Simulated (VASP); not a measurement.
# Pr (Im-3m) in VASP: settings compared, part 2 of 2

VASP 6.6.1.

### 5 Single point, revPBE+D4+U, collinear spin, twin_end start

This run uses another cell than the first one, of 36.91 Å³/atom, 0.873 times its volume.

Contents of INCAR:

```
SYSTEM = Pr
ALGO = Fast
EDIFF = 1E-7
ENCUT = 520
GGA = RE
ISIF = 2
ISMEAR = -1
ISPIN = 2
IVDW = 13
LASPH = .TRUE.
LCHARG = .FALSE.
LDAU = .TRUE.
LDAUJ = 0
LDAUL = 3
LDAUPRINT = 1
LDAUTYPE = 2
LDAUU = 8
LMAXMIX = 6
LORBIT = 11
LREAL = .FALSE.
LWAVE = .FALSE.
MAGMOM = 2.61
NBANDS = 16
NELM = 150
PREC = Accurate
SIGMA = 0.15
```

Contents of KPOINTS:

```
k-points
0
G
  9 9 9
  0 0 0
```

Contents of POSCAR:

```
Pr
1.0
   -2.0973721543      2.0973721543      2.0973721543
    2.0973721543     -2.0973721543      2.0973721543
    2.0973721543      2.0973721543     -2.0973721543
Pr
1
Direct
    0.0000000000      0.0000000000      0.0000000000
```

Potentials or basis: VASP PAW PBE potentials, release 64 (Pr).

On the command line:

```
$ cat potpaw_PBE.64/Pr/POTCAR > POTCAR
$ mpirun -np 1 vasp_std > vasp.out
```

OUTCAR:

```text
SYSTEM = Pr
   EDIFF = 1E-7
   ENCUT = 520
   GGA = RE
   ISIF = 2
   ISMEAR = -1
   ISPIN = 2
   IVDW = 13
   LASPH = .TRUE.
   LORBIT = 11
   LREAL = .FALSE.
   NELM = 150
   PREC = Accurate

 ion  position               nearest neighbor table
   1  0.000  0.000  0.000-

  LATTYP: Found a body centered cubic cell.
 ALAT       =     4.1947443086

  Lattice vectors:

 A1 = (  -2.0973721543,   2.0973721543,   2.0973721543)
 A2 = (   2.0973721543,  -2.0973721543,   2.0973721543)
 A3 = (   2.0973721543,   2.0973721543,  -2.0973721543)

Analysis of symmetry for initial positions (statically):
=====================================================================
 Subroutine PRICEL returns:
 Original cell was already a primitive cell.

 Routine SETGRP: Setting up the symmetry group for a
 body centered cubic supercell.

 Subroutine GETGRP returns: Found 48 space group operations
 (whereof 48 operations were pure point group operations)
 out of a pool of 48 trial point group operations.

The static configuration has the point symmetry O_h .

Analysis of symmetry for dynamics (positions and initial velocities):
=====================================================================
 Subroutine PRICEL returns:
 Original cell was already a primitive cell.

 Routine SETGRP: Setting up the symmetry group for a
 body centered cubic supercell.

 Subroutine GETGRP returns: Found 48 space group operations
 (whereof 48 operations were pure point group operations)
 out of a pool of 48 trial point group operations.

The dynamic configuration has the point symmetry O_h .

Analysis of structural, dynamic, and magnetic symmetry:
=====================================================================
 Subroutine PRICEL returns:
 Original cell was already a primitive cell.

 Routine SETGRP: Setting up the symmetry group for a
[... 186 lines left out ...]
  o =  0.3354  v =  0.0000  0.0000  0.0000  0.0000  0.0000  0.0000  0.0000  0.0071  0.0000  0.0055  0.0011 -0.6123 -0.0000  0.7905      0.0000  0.0000  0.0000  0.0000  0.0000  0.0000  0.0000  0.0000  0.0000  0.0000  0.0000  0.0000  0.0000  0.0000
  o =  0.3354  v =  0.0000  0.0000  0.0000  0.0000  0.0000  0.0000  0.0000 -0.0000 -0.0000 -0.0000 -1.0000 -0.0006  0.0000  0.0008      0.0000  0.0000  0.0000  0.0000  0.0000  0.0000  0.0000  0.0000  0.0000  0.0000  0.0000  0.0000  0.0000  0.0000

 number of electron      13.0000000 magnetization      -2.8703024

 Free energy of the ion-electron system (eV)
  ---------------------------------------------------
  ext. energy  EPLUGINS =         0.00000000
  ---------------------------------------------------
  free energy    TOTEN  =         0.19216117 eV

  energy without entropy =        0.73448020  energy(sigma->0) =        0.46332069

 E-fermi :   5.6686     XC(G=0):  -9.6123

 val. band max:        5.6648294436   @ k =  -0.4444   0.4444   0.3333
 cond. band min:       5.6693940457   @ k =  -0.3333   0.4444   0.2222
 fundamental gap:      0.0045646021
 Fermi energy:         5.6685771029

 spin component 1

 k-point     1 :       0.0000    0.0000    0.0000
  band No.  band energies     occupation
      1     -30.1163      1.00000
      2     -11.6629      1.00000
      3     -11.6629      1.00000
      4     -11.6629      1.00000
      5       2.5452      1.00000
      6       7.6345      0.00000
[... 895 lines left out ...]
      5       4.2224      0.99994
      6       5.3303      0.90509
[... 8 lines left out ...]
     15       8.5103      0.00000
     16      10.4564      0.00000

 [... further k-points ...]

------------------------ aborting loop because EDIFF is reached ----------------------------------------

  DFT-D4 for vdW energy calculation

  Edisp (eV):   -0.30027

  FORCE on cell =-STRESS in cart. coord.  units (eV):
  Direction    XX          YY          ZZ          XY          YZ          ZX
  --------------------------------------------------------------------------------------
  -------------------------------------------------------------------------------------
  Total      -0.80020    -0.80020    -0.80020     0.00000     0.00000     0.00000
  in kB     -34.73936   -34.73936   -34.73936     0.00000     0.00000     0.00000
  external pressure =      -34.74 kB  Pullay stress =        0.00 kB

 VOLUME and BASIS-vectors are now :
 -----------------------------------------------------------------------------
  energy-cutoff  :      520.00
  volume of cell :       36.91
      direct lattice vectors                 reciprocal lattice vectors
    -2.097372154  2.097372154  2.097372154     0.000000000  0.238393553  0.238393553
     2.097372154 -2.097372154  2.097372154     0.238393553  0.000000000  0.238393553
     2.097372154  2.097372154 -2.097372154     0.238393553  0.238393553  0.000000000

 POSITION                                       TOTAL-FORCE (eV/Angst)
 -----------------------------------------------------------------------------------
      0.00000      0.00000      0.00000        -0.000000     -0.000000     -0.000000
 -----------------------------------------------------------------------------------
    total drift:                               -0.000000     -0.000000     -0.000000

  FREE ENERGIE OF THE ION-ELECTRON SYSTEM (eV)
  ---------------------------------------------------
  free  energy   TOTEN  =        -0.1081042524 eV

  energy  without entropy=        0.4342147796  energy(sigma->0) =        0.16305526

 total charge

# of ion       s       p       d       f       tot
--------------------------------------------------
    1        1.992   5.293   0.638   1.955   9.878

 magnetization (x)

# of ion       s       p       d       f       tot
--------------------------------------------------
    1        0.011   0.020  -0.233  -1.947  -2.150
```

It took 4.9 min on 1 thread of Intel Xeon 6975P-C (Granite Rapids), shared host; peak memory 0.23 GiB.

What came out:

```
Free energy                                           : -0.1081 eV
Pressure                                              : -3.5 GPa
Band gap on the k mesh                                : none (metal or under the smearing width)
Net moment                                            : -2.87 μB per cell
Site moments                                          : Pr -2.15 μB
Valence electrons inside the program's atomic spheres : Pr 9.88
Dispersion energy per atom                            : -0.300 eV
```

Eigenvalues of the final occupation matrices:
```csv
site,spin,trace,eigenvalues
site 1 f,1,0.00,0.00 0.00 0.00 0.00 0.00 0.00 0.00
site 1 f,2,1.95,0.00 0.32 0.32 0.32 0.34 0.34 0.34
```

Caveat: the magnetic or orbital state may not be the lowest; the PAW data sets were made with another functional, which shifts forces and pressure a little; spin-orbit coupling is left out, which moves the levels of the heavy elements; pairwise dispersion overbinds metals, which lowers pressure and volume.

### 6 Summary

```csv
task,level,spin,cell,cutoff (eV),smearing,gap on the mesh (eV),pressure (GPa),moment (μB)
single point,PBEsol+U,"collinear, typed start","Im-3m, 42.25 Å³/atom",520,fermi-dirac 0.05 eV,none,1.3,3.18
relaxation of cell and atoms,PBEsol+U,"collinear, typed start",relaxed,600,fermi-dirac 0.05 eV,none,0.0,3.15
single point,PBE+U,"collinear, typed start","Im-3m, 36.91 Å³/atom",520,fermi-dirac 0.05 eV,none,5.7,3.16
single point,revPBE+D4+U,"collinear, twin_end start","Im-3m, 36.91 Å³/atom",520,fermi-dirac 0.15 eV,none,-3.5,2.87
```

Alike in all rows: potentials or basis VASP PAW PBE potentials, release 64 (Pr); Pr f U = 8.0 eV; k mesh 9 × 9 × 9.

Every run on the cell as given and a fine mesh finds a metal. The pressure there spans -3.5 GPa (revPBE+D4+U) to 5.7 GPa (PBE+U); a positive pressure means that this level wants a larger cell, a negative one a smaller.

Caveats: the magnetic or orbital state may not be the lowest; spin-orbit coupling is left out, which moves the levels of the heavy elements; the PAW data sets were made with another functional, which shifts forces and pressure a little (some runs); the electronic state changed during the relaxation (some runs); the volume moved by over 15 % at a fixed basis, so the end points are rough (some runs); pairwise dispersion overbinds metals, which lowers pressure and volume (some runs).

Total energies depend on the potentials used, so only differences within one code and one set of settings carry meaning.
